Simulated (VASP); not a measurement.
# MnS (Fm-3m) in VASP: density of states with PBE

Aim: the density of states of MnS with PBE.

All numbers are computed with VASP 6.6.1; they aren't measurements. Logs are shortened: lines on timing, memory, paths and dates and some standing lists are left out, and cuts for length are marked.

**1. Starting point**

It takes space group Fm-3m (No. 225, cubic). Conventional cell: a = 4.692 Å, b = 4.692 Å, c = 4.692 Å, α = 90.00°, β = 90.00°, γ = 90.00°. Mn (site symmetry m-3m) is surrounded by 6 S at 2.35 Å. S (site symmetry m-3m) has 6 Mn at 2.35 Å as nearest neighbours.

**2. Density of states, PBE**

POSCAR reads:

```
MnS
1.0
    0.0000000000      2.3459927728      2.3459927728
    2.3459927728      0.0000000000      2.3459927728
    2.3459927728      2.3459927728      0.0000000000
Mn S
1 1
Direct
    0.0000000000      0.0000000000      0.0000000000
    0.5000000000      0.5000000000      0.5000000000
```

INCAR.step1 reads:

```
  PREC = Accurate
  ENCUT = 520
  EDIFF = 1E-7
  ISMEAR = 0
  SIGMA = 0.05
  LREAL = False
  LASPH = True
  NELM = 100
  ALGO = Normal
  ISIF = 2
  LWAVE = False
  LCHARG = True
  LMAXMIX = 4
  GGA = PE
  NBANDS = 16
```

KPOINTS.step1 reads:

```
regular mesh
0
Gamma
  12 12 12
```

INCAR.step2 reads:

```
  PREC = Accurate
  ENCUT = 520
  EDIFF = 1E-7
  ISMEAR = -5
  SIGMA = 0.05
  LREAL = False
  LASPH = True
  NELM = 100
  ALGO = Normal
  ISIF = 2
  LWAVE = False
  LCHARG = False
  LMAXMIX = 4
  GGA = PE
  LORBIT = 11
  NBANDS = 16
  NEDOS = 2001
  ICHARG = 11
```

KPOINTS.step2 reads:

```
regular mesh
0
Gamma
  18 18 18
```

Potentials or basis: VASP PAW PBE potentials, release 64 (Mn_pv, S).

Launch:

```
$ cat potpaw_PBE.64/Mn_pv/POTCAR potpaw_PBE.64/S/POTCAR > POTCAR
$ cp INCAR.step1 INCAR
$ cp KPOINTS.step1 KPOINTS
$ mpirun -np 1 vasp_std > vasp.out
$ cp INCAR.step2 INCAR
$ cp KPOINTS.step2 KPOINTS
$ mpirun -np 1 vasp_std > vasp.out
```

OUTCAR:

```text
PREC = Accurate
   ENCUT = 520
   EDIFF = 1E-7
   ISMEAR = -5
   LREAL = False
   LASPH = True
   NELM = 100
   ISIF = 2
   GGA = PE
   LORBIT = 11
   ICHARG = 11

 ion  position               nearest neighbor table
   1  0.000  0.000  0.000-   2 2.35   2 2.35   2 2.35   2 2.35   2 2.35   2 2.35
   2  0.500  0.500  0.500-   1 2.35   1 2.35   1 2.35   1 2.35   1 2.35   1 2.35

  LATTYP: Found a face centered cubic cell.
 ALAT       =     4.6919855456

  Lattice vectors:

 A1 = (   0.0000000000,   2.3459927728,   2.3459927728)
 A2 = (   2.3459927728,   0.0000000000,   2.3459927728)
 A3 = (   2.3459927728,   2.3459927728,   0.0000000000)

Analysis of symmetry for initial positions (statically):
=====================================================================
 Subroutine PRICEL returns:
 Original cell was already a primitive cell.

 Routine SETGRP: Setting up the symmetry group for a
 face centered cubic supercell.

 Subroutine GETGRP returns: Found 48 space group operations
 (whereof 48 operations were pure point group operations)
 out of a pool of 48 trial point group operations.

The static configuration has the point symmetry O_h .

Analysis of symmetry for dynamics (positions and initial velocities):
=====================================================================
 Subroutine PRICEL returns:
 Original cell was already a primitive cell.

 Routine SETGRP: Setting up the symmetry group for a
 face centered cubic supercell.

 Subroutine GETGRP returns: Found 48 space group operations
 (whereof 48 operations were pure point group operations)
 out of a pool of 48 trial point group operations.

The dynamic configuration has the point symmetry O_h .

 Subroutine INISYM returns: Found 48 space group operations
 (whereof 48 operations are pure point group operations),
 and found     1 'primitive' translations

----------------------------------------------------------------------------------------

                                     Primitive cell

  volume of cell :      25.8232

  direct lattice vectors                    reciprocal lattice vectors
     0.000000000  2.345992773  2.345992773    -0.213129386  0.213129386  0.213129386
     2.345992773  0.000000000  2.345992773     0.213129386 -0.213129386  0.213129386
     2.345992773  2.345992773  0.000000000     0.213129386  0.213129386 -0.213129386

  length of vectors
     3.317734797  3.317734797  3.317734797     0.369150926  0.369150926  0.369150926

  position of ions in fractional coordinates (direct lattice)
     0.000000000  0.000000000  0.000000000
     0.500000000  0.500000000  0.500000000

  ion indices of the primitive-cell ions
   primitive index   ion index
                 1           1
                 2           2

----------------------------------------------------------------------------------------

 KPOINTS: regular mesh

Automatic generation of k-mesh.
 Grid dimensions read from file:
 generate k-points for:   18   18   18

 Generating k-lattice:

  Cartesian coordinates                     Fractional coordinates (reciprocal lattice)
    -0.011840521  0.011840521  0.011840521     0.055555556  0.000000000  0.000000000
     0.011840521 -0.011840521  0.011840521     0.000000000  0.055555556  0.000000000
     0.011840521  0.011840521 -0.011840521     0.000000000  0.000000000  0.055555556

  Length of vectors
     0.020508385  0.020508385  0.020508385

  Shift w.r.t. Gamma in fractional coordinates (k-lattice)
     0.000000000  0.000000000  0.000000000

 TETIRR: Found    806 inequivalent tetrahedra from    34992

 Subroutine IBZKPT returns following result:
 ===========================================

 Found    195 irreducible k-points:

 Following reciprocal coordinates:
            Coordinates               Weight
  0.000000  0.000000  0.000000      1.000000
  0.055556  0.000000  0.000000      8.000000
  0.111111  0.000000  0.000000      8.000000
  0.166667  0.000000  0.000000      8.000000
  0.222222  0.000000  0.000000      8.000000
  0.277778  0.000000  0.000000      8.000000
[... 16 lines left out ...]
 -0.277778  0.055556  0.000000     24.000000
 -0.222222  0.055556  0.000000     24.000000
 [... further k-points ...]
   k-points           NKPTS =    195   k-points in BZ     NKDIM =    195   number of bands    NBANDS=     16
   number of dos      NEDOS =   2001   number of ions     NIONS =      2
   total plane-waves  NPLWV =  21952
   dimension x,y,z NGX =    28 NGY =   28 NGZ =   28
   dimension x,y,z NGXF=    56 NGYF=   56 NGZF=   56
   ions per type =               1   1
   NGX,Y,Z   is equivalent  to a cutoff of  14.03, 14.03, 14.03 a.u.
   NGXF,Y,Z  is equivalent  to a cutoff of  28.06, 28.06, 28.06 a.u.
 SYSTEM =  unknown system
   PREC   = accura    normal or accurate (medium, high low for compatibility)
   ISTART =      0    job   : 0-new  1-cont  2-samecut
   ICHARG =     11    charge: 1-file 2-atom 10-const
   ISPIN  =      1    spin polarized calculation?
   LNONCOLLINEAR =      F non collinear calculations
   LSORBIT =      F    spin-orbit coupling
   LASPH  =      T    aspherical Exc in radial PAW
   ENCUT  =  520.0 eV  38.22 Ry    6.18 a.u.   6.17  6.17  6.17*2*pi/ulx,y,z
   NELM   =    100;   NELMIN=  2; NELMDL=  0     # of ELM steps
   EDIFF  = 0.1E-06   stopping-criterion for ELM
   LREAL  =      F    real-space projection
   EDIFFG = 0.1E-05   stopping-criterion for IOM
   NSW    =      0    number of steps for IOM
   IBRION =     -1    ionic relax: 0-MD 1-quasi-New 2-CG
   NFREE  =      0    steps in history (QN), initial steepest desc. (CG)
   ISIF   =      2    stress and relaxation
   ISYM   =      2    0-nonsym 1-usesym 2-fastsym
   POTIM  = 0.5000    time-step for ionic-motion
   TEBEG  =    0.0;   TEEND  =   0.0 temperature during run
   PSTRESS=    0.0 pullay stress
   NELECT =      19.0000    total number of electrons
   NUPDOWN=      -1.0000    fix difference up-down
   EMIN   =  10.00;   EMAX   =-10.00  energy-range for DOS
   EFERMI =   0.00;   METHOD = LEGACY
   ISMEAR =    -5;   SIGMA  =   0.05  broadening in eV -4-tet -1-fermi 0-gaus
   EFERMI_NEDOS =   21; number of points for ismear=-14 and -15
   IALGO  =     38    algorithm
   IMIX   =      4    mixing-type and parameters
     AMIX     =   0.40;   BMIX     =  1.00
     AMIX_MAG =   1.60;   BMIX_MAG =  1.00
  volume/ion in A,a.u.               =      12.91        87.13
  Fermi-wavevector in a.u.,A,eV,Ry     =   1.477937  2.792897 29.719190  2.184299
  Thomas-Fermi vector in A             =   2.592280
   LORBIT       =     11    0 simple, 1 ext, 2 COOP (PROOUT), +10 PAW based schemes
   GGA     = PE    functional components
   LHFCALC =     F    Hartree Fock is set to
   AEXX    =    0.0000 exact exchange contribution
   IVDW    =     0    specifies the selected vdW correction
   LEPSILON=     F    determine dielectric tensor
   LRPA    =     F    only Hartree local field effects (RPA)
 non-spin polarized calculation
 Fermi weights with tetrahedron method with Bloechl corrections
  energy-cutoff  :      520.00
  volume of cell :       25.82
 maximum number of plane-waves:       725
 NGX is ok and might be reduce to    28

 number of electron      18.9999990 magnetization

 Free energy of the ion-electron system (eV)
  ---------------------------------------------------
  ext. energy  EPLUGINS =         0.00000000
  ---------------------------------------------------
  free energy    TOTEN  =       -12.81284889 eV

  energy without entropy =      -12.81284889  energy(sigma->0) =      -12.81284889

 E-fermi :  10.0220     XC(G=0): -12.3440

 val. band max:       10.0210827185   @ k =  -0.4444   0.3889   0.0556
 cond. band min:      10.0120924781   @ k =  -0.3333   0.5000   0.1667
 fundamental gap:     -0.0089902403
 Fermi energy:        10.0219969922

 k-point     1 :       0.0000    0.0000    0.0000
  band No.  band energies     occupation
      1     -37.9375      2.00000
      2     -37.9375      2.00000
      3     -37.9375      2.00000
      4      -6.4889      2.00000
      5       8.2471      2.00000
      6       8.2471      2.00000
[... 8 lines left out ...]
     15      20.4593      0.00000
     16      20.4593      0.00000

 k-point     2 :       0.0556    0.0000    0.0000
  band No.  band energies     occupation
      1     -37.9387      2.00000
      2     -37.9376      2.00000
      3     -37.9376      2.00000
      4      -6.4413      2.00000
      5       7.6326      2.00000
      6       7.7014      2.00000
[... 8 lines left out ...]
     15      20.4460      0.00000
     16      20.4460      0.00000

 k-point     3 :       0.1111    0.0000    0.0000
  band No.  band energies     occupation
      1     -37.9425      2.00000
      2     -37.9381      2.00000
      3     -37.9381      2.00000
      4      -6.3001      2.00000
      5       6.7845      2.00000
      6       7.1111      2.00000
[... 8 lines left out ...]
     15      20.3619      0.00000
     16      20.3619      0.00000

 k-point     4 :       0.1667    0.0000    0.0000
  band No.  band energies     occupation
      1     -37.9484      2.00000
      2     -37.9389      2.00000
      3     -37.9389      2.00000
      4      -6.0713      2.00000
      5       5.8181      2.00000
      6       6.5778      2.00000
[... 8 lines left out ...]
     15      20.0659      0.00000
     16      20.0659      0.00000
[... 324 lines left out ...]
 k-point    22 :      -0.3333    0.0556    0.0000
  band No.  band energies     occupation
      1     -37.9719      2.00000
      2     -37.9433      2.00000
      3     -37.9416      2.00000
      4      -4.8547      2.00000
      5       2.6973      2.00000
      6       5.2844      2.00000
[... 8 lines left out ...]
     15      17.8053      0.00000
     16      21.6627      0.00000

 k-point    23 :      -0.2778    0.0556    0.0000
  band No.  band energies     occupation
      1     -37.9654      2.00000
      2     -37.9425      2.00000
      3     -37.9406      2.00000
      4      -5.2420      2.00000
      5       3.5208      2.00000
      6       5.5380      2.00000
[... 8 lines left out ...]
     15      18.4327      0.00000
     16      20.6784      0.00000

 k-point    24 :      -0.2222    0.0556    0.0000
  band No.  band energies     occupation
      1     -37.9581      2.00000
      2     -37.9415      2.00000
      3     -37.9396      2.00000
      4      -5.6152      2.00000
      5       4.4407      2.00000
      6       5.8706      2.00000
[... 8 lines left out ...]
     15      19.1704      0.00000
     16      19.8147      0.00000

 [... further k-points ...]

------------------------ aborting loop because EDIFF is reached ----------------------------------------

  FORCE on cell =-STRESS in cart. coord.  units (eV):
  Direction    XX          YY          ZZ          XY          YZ          ZX
  --------------------------------------------------------------------------------------
  -------------------------------------------------------------------------------------
  Total        0.1463343      0.1463343      0.1463343      0.0000000      0.0000000      0.0000000
  in kB        9.0791818      9.0791818      9.0791818      0.0000000      0.0000000      0.0000000
  external PRESSURE =       9.0791818 kB  Pullay stress =       0.0000000 kB

 VOLUME and BASIS-vectors are now :
 -----------------------------------------------------------------------------
  energy-cutoff  :      520.00
  volume of cell :       25.82
      direct lattice vectors                 reciprocal lattice vectors
     0.000000000  2.345992773  2.345992773    -0.213129386  0.213129386  0.213129386
     2.345992773  0.000000000  2.345992773     0.213129386 -0.213129386  0.213129386
     2.345992773  2.345992773  0.000000000     0.213129386  0.213129386 -0.213129386

 POSITION                                       TOTAL-FORCE (eV/Angst)
 -----------------------------------------------------------------------------------
      0.00000      0.00000      0.00000        -0.000000      0.000000     -0.000000
      2.34599      2.34599      2.34599         0.000000     -0.000000      0.000000
 -----------------------------------------------------------------------------------
    total drift:                               -0.000000      0.000000      0.000000

  FREE ENERGIE OF THE ION-ELECTRON SYSTEM (eV)
  ---------------------------------------------------
  free  energy   TOTEN  =       -12.8128488880 eV

  energy  without entropy=      -12.8128488880  energy(sigma->0) =      -12.81284889

 total charge

# of ion       s       p       d       tot
------------------------------------------
    1        0.262   6.246   5.291  11.798
    2        1.315   2.406   0.000   3.721
--------------------------------------------------
tot          1.577   8.652   5.291  15.519
```

Run time: 41 s. Hardware: 1 thread of Intel Xeon 6975P-C (Granite Rapids), shared host; peak memory 0.21 GiB.

Results:

```yaml
Valence_electrons_inside_the_program's_atomic_spheres: Mn 11.80; S 3.72
```

States per cell in windows of 1 eV (zero at the Fermi level; states under -8 eV left out):
| from (eV) | total | Mn1_d | S2_p | Mn1_p | Mn1_s | S2_s | S2_d |
| --- | --- | --- | --- | --- | --- | --- | --- |
| -8.0 | 1.14 | 0.09 | 0.39 | 0.04 | 0.09 | 0.02 | 0.00 |
| -7.0 | 0.76 | 0.08 | 0.27 | 0.04 | 0.03 | 0.02 | 0.00 |
| -6.0 | 1.35 | 0.27 | 0.50 | 0.06 | 0.02 | 0.01 | 0.00 |
| -5.0 | 2.18 | 0.59 | 0.85 | 0.06 | 0.01 | 0.00 | 0.00 |
| -4.0 | 0.43 | 0.12 | 0.16 | 0.01 | 0.00 | 0.00 | 0.00 |
| -3.0 | 0.25 | 0.14 | 0.04 | 0.00 | 0.00 | 0.00 | 0.00 |
| -2.0 | 1.19 | 0.89 | 0.05 | 0.00 | 0.01 | 0.00 | 0.00 |
| -1.0 | 3.91 | 3.31 | 0.13 | 0.01 | 0.04 | 0.01 | 0.00 |
| 0.0 | 2.69 | 2.11 | 0.19 | 0.04 | 0.06 | 0.03 | 0.00 |
| 1.0 | 1.19 | 0.80 | 0.15 | 0.04 | 0.01 | 0.03 | 0.00 |
| 2.0 | 0.78 | 0.48 | 0.15 | 0.02 | 0.00 | 0.01 | 0.00 |
| 3.0 | 0.19 | 0.06 | 0.03 | 0.01 | 0.04 | 0.01 | 0.00 |
| 4.0 | 0.35 | 0.03 | 0.02 | 0.03 | 0.06 | 0.02 | 0.00 |
| 5.0 | 0.86 | 0.08 | 0.05 | 0.11 | 0.09 | 0.05 | 0.00 |
| 6.0 | 0.92 | 0.08 | 0.07 | 0.13 | 0.08 | 0.05 | 0.00 |
| 7.0 | 1.51 | 0.27 | 0.13 | 0.15 | 0.06 | 0.02 | 0.00 |

Caveat: the run has no spin polarisation, though such a crystal can be magnetic; semilocal functionals often make such compounds metallic where correlation or magnetic order opens a gap, which also shifts bond lengths; tetrahedron occupations give inexact forces and stress in metals.
